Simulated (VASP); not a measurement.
# TaS2 (P-3m1) in VASP: further runs, part 3 of 3

VASP 6.6.1. The steps go on from the part before.

**6. Single point, PBE**

Input file INCAR:

```
SYSTEM = TaS2
ALGO = Normal
EDIFF = 1E-6
ENCUT = 520
GGA = PE
ISIF = 2
ISMEAR = 0
LASPH = .True.
LCHARG = .True.
LELF = .True.
LREAL = .False.
LVHAR = .True.
LWAVE = .False.
NBANDS = 18
NELM = 60
PREC = Accurate
SIGMA = 0.024
```

Input file KPOINTS:

```
k-points
0
Gamma
  9 9 5
  0 0 0
```

Input file POSCAR:

```
TaS2
1.0
    3.3500000000      0.0000000000      0.0000000000
   -1.6750000000      2.9011851027      0.0000000000
    0.0000000000      0.0000000000      5.8600000000
Ta S
1 2
Direct
    0.0000000000      0.0000000000      0.0000000000
    0.6666666667      0.3333333333      0.7500000000
    0.3333333333      0.6666666667      0.2500000000
```

Potentials or basis: VASP PAW PBE potentials, release 64 (Ta_pv, S).

The run is started by

```sh
$ cat potpaw_PBE.64/Ta_pv/POTCAR potpaw_PBE.64/S/POTCAR > POTCAR
$ mpirun -np 1 vasp_std > vasp.out
```

Wall time 33 s (1 thread of Intel Xeon Platinum 8488C (Sapphire Rapids), shared host); peak memory 0.2 GiB.

Results (log left out):

| Property | Result |
| --- | --- |
| Free energy | -23.0128 eV |
| Pressure | 9.1 GPa |
| Largest force | 1.261 eV/Å |
| Band gap on the k mesh | none (metal or under the smearing width) |

Forces in eV/Å, atoms in the order of the input:
```
Ta   0.000  0.000  0.000
S    0.000  0.000 -1.261
S    0.000  0.000  1.261
```

Stress tensor (GPa, compression positive):
```
 7.44  0.00  0.00
 0.00  7.44  0.00
 0.00  0.00 12.56
```

Levels at points of the mesh, in eV from the Fermi level:
```
           k point  band 8  band 9  band 10  band 11  band 12  band 13  band 14  band 15
(0.00, 0.00, 0.00)   -4.27   -1.34    -0.80    -0.80     0.03     0.03     0.28     4.09
```

Caveat: this functional lacks dispersion, which binds the layers, so the pressure and a relaxed spacing across them are unreliable; forces of over 1 eV/Å show positions far from the minimum, so gaps and moduli don't describe the material at rest. The run has no spin-orbit coupling, so splittings on Ta are missing.

**7. For comparison**

An earlier run on the cell as given: functional PBE; potentials or basis VASP PAW PBE potentials, release 64 (Ta_pv, S); cutoff 520 eV; k mesh 9 × 9 × 5; occupations fermi-dirac, width 0.05 eV; no spin polarisation.

* Pressure: 9.2 GPa
* Largest force: 1.243 eV/Å
* Band gap on the k mesh: none (metal or under the smearing width)

**8. Summary**

| task | level | potentials or basis | spin | cell | k mesh | cutoff (eV) | smearing | mesh quality | gap on the mesh (eV) | pressure (GPa) | largest force (eV/Å) |
| --- | --- | --- | --- | --- | --- | --- | --- | --- | --- | --- | --- |
| relaxation of cell and atoms | optPBE-vdW | VASP PAW PBE potentials, release 64 (Ta_pv, S) | SOC, no magnetisation | relaxed | 7 × 7 × 4 | 600 | gaussian 0.05 eV | not flagged | - | 0.1 | 0.01 |
| single point | PBE | VASP PAW PBE potentials, release 64 (Ta_sv_GW, S_GW) | off | as given | 4 × 4 × 2 | 400 | gaussian 0.02 eV | coarse | none | 9.4 | 1.21 |
| single point | PBE | VASP PAW PBE potentials, release 64 (Ta_pv, S) | off | as given | 9 × 9 × 5 | 520 | gaussian 0.03 eV | not flagged | none | 9.1 | 1.26 |
| single point | PBE | VASP PAW PBE potentials, release 64 (Ta_pv, S) | off | as given | 9 × 9 × 5 | 520 | gaussian 0.021 eV | not flagged | none | 9.1 | 1.26 |
| single point | PBE | VASP PAW PBE potentials, release 64 (Ta_pv, S) | off | as given | 9 × 9 × 5 | 520 | gaussian 0.024 eV | not flagged | none | 9.1 | 1.26 |
| single point | PBE | VASP PAW PBE potentials, release 64 (Ta_pv, S) | off | as given | 9 × 9 × 5 | 520 | fermi-dirac 0.05 eV | not flagged | none | 9.2 | 1.24 |

Caveats: some runs use coarse meshes; this functional lacks dispersion, which binds the layers, so the pressure and a relaxed spacing across them are unreliable (some runs); forces of over 1 eV/Å show positions far from the minimum, so gaps and moduli don't describe the material at rest (some runs); the PAW data sets were made with another functional, which shifts forces and pressure a little (some runs).

Absolute energies hang on the potentials; compare differences alone.
